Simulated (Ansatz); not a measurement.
The system is CoO.

```
Co O
1.0
     1.50547    0.86918    2.43993
    -1.50547    0.86918    2.43993
     0.00000   -1.73837    2.43993
Co O
1 1
Direct
  0.00000 0.00000 0.00000
  0.50000 0.50000 0.50000
```

The cell is a database's computed one.

Alike in all runs: program Ansatz 0.2.0; functional PBEsol; potentials or basis Ansatz PAW; cutoff 420 eV (not typed: the program's choice for these potentials); k mesh 11 × 11 × 11; occupations fermi-dirac, width 0.05 eV.

Starts and where they ended:

```csv
start,free energy over the lowest (meV/atom),net moment (μB),site or absolute moments (μB),gap
"collinear spin, random start of up to 1.71 μB",0.0,2.94,Co +2.49; O +0.34,none (metal or under the smearing width)
"collinear spin, ferromagnetic start of up to 3.5 μB",0.0,2.94,Co +2.49; O +0.34,none (metal or under the smearing width)
no spin polarisation,241.8,-,-,none (metal or under the smearing width)
"collinear spin, ferromagnetic start of up to 2 μB",0.0,2.94,Co +2.49; O +0.34,none (metal or under the smearing width)
```

Allowing spin polarisation gains 242 meV/atom. A still lower state may exist.

Caveats: semilocal functionals often make such compounds metallic where correlation or magnetic order opens a gap, which also shifts bond lengths; a cell with one magnetic atom can't hold antiferromagnetic order, which such compounds often take (some runs); an odd number of electrons without spin polarisation forces a metal (some runs); a magnetic or distorted state may lie lower (some runs).
